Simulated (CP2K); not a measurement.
K:

```
K
1.0
     4.79683    0.00000    0.00000
     2.39842    4.15418    0.00000
     2.39842    1.38473    3.91660
K
1
Cartesian
  0.0000 0.0000 0.0000
```

This isn't the form of K at room conditions, which is bcc.

Base run:

* Program: CP2K 2026.2
* Functional: WC
* Potentials or basis: POTENTIAL_UZH K GTH-PBE-q9; TZVP-MOLOPT-PBE-GTH basis
* Density cutoff: 9184 eV
* k mesh: 7 × 7 × 7
* Occupations: fermi-dirac, width 0.05 eV
* Spin: no spin polarisation

Its results: band gap on the k mesh none (metal or under the smearing width); pressure -0.2 GPa.

Q: After a change of settings the same cell gave: band gap on the k mesh none (metal or under the smearing width); pressure 1.4 GPa. Which change was it?
A. functional from WC to PBEsol
B. functional from WC to PW91
C. functional from WC to LDA
D. functional from WC to TASK

A: D.

Caveats: the potentials were made for another functional, which shifts forces and pressure; the basis of atomic orbitals isn't converged, which shifts pressures, moduli and gaps.

Runs at the PBE level aren't shown here.
